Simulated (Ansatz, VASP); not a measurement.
# Cd in VASP and in Ansatz

```
Cd
1.0
    -1.59338    1.59323    2.25270
     1.59338   -1.59323    2.25270
     1.59338    1.59323   -2.25270
Cd
1
Cartesian
  0.0000 0.0000 2.2527
```

Alike in both runs: functional PBE; k mesh 18 × 18 × 18; occupations gaussian, width 0.1 eV; no spin polarisation.

Ansatz relaxed the structure, and its values are those at the end. VASP's run is a single point on that final structure, the one shown.

|  | VASP | Ansatz |
| --- | --- | --- |
| version | VASP 6.6.1 | Ansatz 0.2.0 |
| potentials or method | VASP PAW PBE potentials, release 64 (Cd) | scalar-relativistic, plane waves, PAW |
| plane-wave cutoff (eV) | 520 | 420 |
| valence electrons in the cell | 12 | 20 |

VASP gave:

```
gap on the k mesh at the Fermi level (eV) : none
pressure (GPa)                            : 0.2
```

Question: Which values does Ansatz return?

Answer: gap on the k mesh at the Fermi level (eV): none; pressure (GPa): -0.1.

A gap of «none» marks a metal or a gap that the smearing closes. With one functional, cell and mesh, what is left measures potentials, basis and numerics. The two sets of potentials don't hold the same shells in valence.
